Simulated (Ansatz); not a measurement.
CsSnBr3 in the cubic perovskite structure, relaxed with r2SCAN: 4 runs in Ansatz, each a calculation of independent-particle optics. The symmetry is Pm-3m (No. 221, cubic); a = 5.841 Å in the conventional setting, 39.86 Å³ an atom. Cs has 12 Br at 4.13 Å; Sn has 6 Br at 2.92 Å; Br has 2 Sn at 2.92 Å and 4 Cs at 4.13 Å. Simulation only: spin-unpolarised, and no claim that this is the phase found in nature.

```xyz
5
Lattice="5.8411 0.0000 0.0000 0.0000 5.8411 0.0000 0.0000 0.0000 5.8411" Properties=species:S:1:pos:R:3 pbc="T T T"
Cs    0.0000    0.0000    0.0000
Sn    2.9206    2.9206    2.9206
Br    2.9206    2.9206    0.0000
Br    2.9206    0.0000    2.9206
Br    0.0000    2.9206    2.9206
```

On meshes this coarse, single peaks can be features of the mesh. No local fields, no excitons; the zone sum runs over the cells of the mesh, and ε∞ includes the bands left out of the spectrum. Up to four peaks are listed, those above 15 % of the tallest and inside the complete range; the four can differ from row to row. Rows marked drawn have settings drawn at random (some not listed).

| functional | k mesh | broadening (eV) | scissors (eV) | range (eV) | settings | direct gap on the mesh before scissors (eV) | ε∞ xx | ε∞ yy | ε∞ zz | complete up to (eV) | tallest peaks of mean ε₂ (eV) |
| --- | --- | --- | --- | --- | --- | --- | --- | --- | --- | --- | --- |
| PBE | 4×4×4 | 0.1 | 0.00 | 0–12 | chosen | 0.50 | 7.27 | 7.27 | 7.27 | 12.0 | 2.10 3.30 4.30 7.20 |
| r2SCAN | 4×4×4 | 0.1 | 0.00 | 0–12 | chosen | 0.68 | 6.25 | 6.25 | 6.25 | 12.0 | 2.30 3.65 4.80 7.80 |
| PBE | 4×4×4 | 0.1 | 0.57 (to HSE06) | 0–12 | chosen | 0.50 | 6.13 | 6.13 | 6.13 | 12.0 | 2.65 3.85 4.90 7.75 |
| LDA | 4×4×4 | 0.05 | 0.00 | 0–30 | drawn | 0.43 | 7.80 | 7.80 | 7.80 | 30.0 | 2.00 3.20 4.15 7.00 |

Spin-orbit coupling is left out, which matters wherever the heavy atoms make up the band edges.
